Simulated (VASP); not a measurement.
A run of VASP 6.6.1:

File SnSe.cif:

```cif
data_SnSe
_cell_length_a 6.02000000
_cell_length_b 6.02000000
_cell_length_c 6.02000000
_cell_angle_alpha 90.00000000
_cell_angle_beta 90.00000000
_cell_angle_gamma 90.00000000
_space_group_name_H-M_alt 'Fm-3m'
_space_group_name_Hall '-F 4 2 3'
_space_group_IT_number 225
loop_
_space_group_symop_operation_xyz
'x,y,z'
'-x,-y,-z'
'-y,x,z'
'y,-x,-z'
'-x,-y,z'
'x,y,-z'
'y,-x,z'
'-y,x,-z'
'x,-y,-z'
'-x,y,z'
'-y,-x,-z'
'y,x,z'
'-x,y,-z'
'x,-y,z'
'y,x,-z'
'-y,-x,z'
'z,x,y'
'-z,-x,-y'
'z,-y,x'
'-z,y,-x'
'z,-x,-y'
'-z,x,y'
'z,y,-x'
'-z,-y,x'
'-z,x,-y'
'z,-x,y'
'-z,-y,-x'
'z,y,x'
'-z,-x,y'
'z,x,-y'
'-z,y,x'
'z,-y,-x'
'y,z,x'
'-y,-z,-x'
'x,z,-y'
'-x,-z,y'
'-y,z,-x'
'y,-z,x'
'-x,z,y'
'x,-z,-y'
'-y,-z,x'
'y,z,-x'
'-x,-z,-y'
'x,z,y'
'y,-z,-x'
'-y,z,x'
'x,-z,y'
'-x,z,-y'
'x,y+1/2,z+1/2'
'-x,-y+1/2,-z+1/2'
'-y,x+1/2,z+1/2'
'y,-x+1/2,-z+1/2'
'-x,-y+1/2,z+1/2'
'x,y+1/2,-z+1/2'
'y,-x+1/2,z+1/2'
'-y,x+1/2,-z+1/2'
'x,-y+1/2,-z+1/2'
'-x,y+1/2,z+1/2'
'-y,-x+1/2,-z+1/2'
[... 41 lines left out ...]
'-x+1/2,-y,z+1/2'
'x+1/2,y,-z+1/2'
'y+1/2,-x,z+1/2'
'-y+1/2,x,-z+1/2'
'x+1/2,-y,-z+1/2'
'-x+1/2,y,z+1/2'
'-y+1/2,-x,-z+1/2'
'y+1/2,x,z+1/2'
'-x+1/2,y,-z+1/2'
'x+1/2,-y,z+1/2'
'y+1/2,x,-z+1/2'
'-y+1/2,-x,z+1/2'
'z+1/2,x,y+1/2'
'-z+1/2,-x,-y+1/2'
'z+1/2,-y,x+1/2'
'-z+1/2,y,-x+1/2'
'z+1/2,-x,-y+1/2'
'-z+1/2,x,y+1/2'
'z+1/2,y,-x+1/2'
'-z+1/2,-y,x+1/2'
'-z+1/2,x,-y+1/2'
'z+1/2,-x,y+1/2'
'-z+1/2,-y,-x+1/2'
'z+1/2,y,x+1/2'
'-z+1/2,-x,y+1/2'
'z+1/2,x,-y+1/2'
'-z+1/2,y,x+1/2'
'z+1/2,-y,-x+1/2'
'y+1/2,z,x+1/2'
'-y+1/2,-z,-x+1/2'
'x+1/2,z,-y+1/2'
'-x+1/2,-z,y+1/2'
'-y+1/2,z,-x+1/2'
'y+1/2,-z,x+1/2'
'-x+1/2,z,y+1/2'
'x+1/2,-z,-y+1/2'
'-y+1/2,-z,x+1/2'
'y+1/2,z,-x+1/2'
'-x+1/2,-z,-y+1/2'
'x+1/2,z,y+1/2'
'y+1/2,-z,-x+1/2'
'-y+1/2,z,x+1/2'
'x+1/2,-z,y+1/2'
'-x+1/2,z,-y+1/2'
'x+1/2,y+1/2,z'
'-x+1/2,-y+1/2,-z'
'-y+1/2,x+1/2,z'
'y+1/2,-x+1/2,-z'
'-x+1/2,-y+1/2,z'
'x+1/2,y+1/2,-z'
'y+1/2,-x+1/2,z'
'-y+1/2,x+1/2,-z'
'x+1/2,-y+1/2,-z'
'-x+1/2,y+1/2,z'
'-y+1/2,-x+1/2,-z'
'y+1/2,x+1/2,z'
'-x+1/2,y+1/2,-z'
'x+1/2,-y+1/2,z'
'y+1/2,x+1/2,-z'
'-y+1/2,-x+1/2,z'
'z+1/2,x+1/2,y'
'-z+1/2,-x+1/2,-y'
'z+1/2,-y+1/2,x'
'-z+1/2,y+1/2,-x'
'z+1/2,-x+1/2,-y'
'-z+1/2,x+1/2,y'
'z+1/2,y+1/2,-x'
'-z+1/2,-y+1/2,x'
'-z+1/2,x+1/2,-y'
'z+1/2,-x+1/2,y'
'-z+1/2,-y+1/2,-x'
'z+1/2,y+1/2,x'
'-z+1/2,-x+1/2,y'
'z+1/2,x+1/2,-y'
'-z+1/2,y+1/2,x'
'z+1/2,-y+1/2,-x'
'y+1/2,z+1/2,x'
'-y+1/2,-z+1/2,-x'
'x+1/2,z+1/2,-y'
'-x+1/2,-z+1/2,y'
'-y+1/2,z+1/2,-x'
'y+1/2,-z+1/2,x'
'-x+1/2,z+1/2,y'
'x+1/2,-z+1/2,-y'
'-y+1/2,-z+1/2,x'
'y+1/2,z+1/2,-x'
'-x+1/2,-z+1/2,-y'
'x+1/2,z+1/2,y'
'y+1/2,-z+1/2,-x'
'-y+1/2,z+1/2,x'
'x+1/2,-z+1/2,y'
'-x+1/2,z+1/2,-y'
loop_
_atom_site_label
_atom_site_type_symbol
_atom_site_symmetry_multiplicity
_atom_site_Wyckoff_symbol
_atom_site_fract_x
_atom_site_fract_y
_atom_site_fract_z
_atom_site_occupancy
Sn1 Sn 4 a 0.0000000000 0.0000000000 0.0000000000 1
Se1 Se 4 b 0.5000000000 0.0000000000 0.0000000000 1
```

Contents of POSCAR:

```
Sn Se
 1.0000000000000000
     6.0199999999999996    0.0000000000000000    0.0000000000000000
     0.0000000000000000    6.0199999999999996    0.0000000000000000
     0.0000000000000000    0.0000000000000000    6.0199999999999996
 Sn  Se 
   4   4
Cartesian
  0.0000000000000000  0.0000000000000000  0.0000000000000000
  0.0000000000000000  3.0099999999999998  3.0099999999999998
  3.0099999999999998  0.0000000000000000  3.0099999999999998
  3.0099999999999998  3.0099999999999998  0.0000000000000000
  3.0099999999999998  0.0000000000000000  0.0000000000000000
  0.0000000000000000  3.0099999999999998  0.0000000000000000
  0.0000000000000000  0.0000000000000000  3.0099999999999998
  3.0099999999999998  3.0099999999999998  3.0099999999999998
```

INCAR.step1

```
SYSTEM = SnSe
  PREC = Accurate
  ENCUT = 700
  EDIFF = 1E-6
  ISMEAR = -1
  SIGMA = 0.05
  LREAL = .FALSE.
  LASPH = .TRUE.
  NELM = 80
  ALGO = Normal
  ISIF = 2
  LWAVE = .FALSE.
  LCHARG = .TRUE.
  GGA = 91
  IVDW = 12
  VDW_S6 = 1.0
  VDW_S8 = 1.9598
  VDW_A1 = 0.6319
  VDW_A2 = 4.5718
  NBANDS = 50
```

KPOINTS.step1

```
Automatic mesh
0
G
  5 5 5
  0 0 0
```

Contents of INCAR.step2:

```
SYSTEM = SnSe
  PREC = Accurate
  ENCUT = 700
  EDIFF = 1E-6
  ISMEAR = -5
  SIGMA = 0.05
  LREAL = .FALSE.
  LASPH = .TRUE.
  NELM = 80
  ALGO = Normal
  ISIF = 2
  LWAVE = .FALSE.
  LCHARG = .FALSE.
  GGA = 91
  IVDW = 12
  VDW_S6 = 1.0
  VDW_S8 = 1.9598
  VDW_A1 = 0.6319
  VDW_A2 = 4.5718
  LORBIT = 11
  NBANDS = 50
  NEDOS = 1001
  ICHARG = 11
```

KPOINTS.step2

```
Automatic mesh
0
G
  8 8 8
  0 0 0
```

Potentials or basis: VASP PAW PBE potentials, release 64 (Sn_d, Se).

Run with:

```bash
$ ase convert -i cif -o vasp SnSe.cif POSCAR
$ cat potpaw_PBE.64/Sn_d/POTCAR potpaw_PBE.64/Se/POTCAR > POTCAR
$ cp INCAR.step1 INCAR
$ cp KPOINTS.step1 KPOINTS
$ mpirun -np 1 vasp_std > vasp.out
$ cp INCAR.step2 INCAR
$ cp KPOINTS.step2 KPOINTS
$ mpirun -np 1 vasp_std > vasp.out
```

Hardware: 1 thread of Intel(R) Xeon(R) Platinum 8488C (Sapphire Rapids) (shared host).

**Question.** Estimate the wall time of this run.

**Answer.** It took 11 min on 1 thread of Intel(R) Xeon(R) Platinum 8488C (Sapphire Rapids), with other jobs on the host, peak memory 0.65 GiB. Counts: scf iterations 9, k points 35.
